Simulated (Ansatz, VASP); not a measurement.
# One calculation of Li2S, two programs

Contents of INCAR:

```
SYSTEM = Li2S
  PREC = Accurate
  ENCUT = 520
  EDIFF = 1E-6
  ISMEAR = 0
  SIGMA = 0.02
  LREAL = .False.
  LASPH = .True.
  NELM = 100
  ALGO = Fast
  ISIF = 2
  LWAVE = .False.
  LCHARG = .False.
  GGA = PE
  NBANDS = 13
```

File KPOINTS:

```
Automatic mesh
0
Gamma
  8 8 8
  0 0 0
```

File POSCAR:

```
Li2S
1.0
    0.0000000000      2.7338078089      2.7338078089
    2.7338078089      0.0000000000      2.7338078089
    2.7338078089      2.7338078089      0.0000000000
Li S
2 1
Direct
    0.2500000000      0.2500000000      0.2500000000
    0.7500000000      0.7500000000      0.7500000000
    0.0000000000      0.0000000000      0.0000000000
```

Input for Ansatz:

```yaml
crystal:
  lattice:
    - [0.0, 2.7338078089, 2.7338078089]
    - [2.7338078089, 0.0, 2.7338078089]
    - [2.7338078089, 2.7338078089, 0.0]
  atoms:
    - { symbol: Li, position: [0.25, 0.25, 0.25] }
    - { symbol: Li, position: [0.75, 0.75, 0.75] }
    - { symbol: S, position: [0.0, 0.0, 0.0] }
basis:
  ecutwfc: 420
kpoints:
  mp_grid: { grid: [8, 8, 8] }
hamiltonian:
  xc: pbe
scf:
  occupations: { method: gaussian, width: 0.02 }
output:
  forces: true
  stress: true
  eigenvalues: true
  write_density: true
  write_potential: true
  elf: true
  volumetric_format: npy
```

Alike in both runs: task single point; functional PBE; k mesh 8 × 8 × 8; occupations gaussian, width 0.02 eV; no spin polarisation.

|  | VASP | Ansatz |
| --- | --- | --- |
| version | VASP 6.6.1 | Ansatz 0.2.0 |
| potentials or method | VASP PAW PBE potentials, release 64 (Li_sv, S) | scalar-relativistic, plane waves, PAW |
| plane-wave cutoff (eV) | 520 | 420 |
| valence electrons in the cell | 12 | 12 |

VASP gave:

| Property | Result |
| --- | --- |
| gap on the k mesh at the Fermi level (eV) | 3.28 |
| least direct gap on the mesh (eV) | 4.94 |

**Question.** Which values does Ansatz return?

**Answer.** gap on the k mesh at the Fermi level (eV): 3.28; least direct gap on the mesh (eV): 4.93.

 A k mesh can miss the band edges.
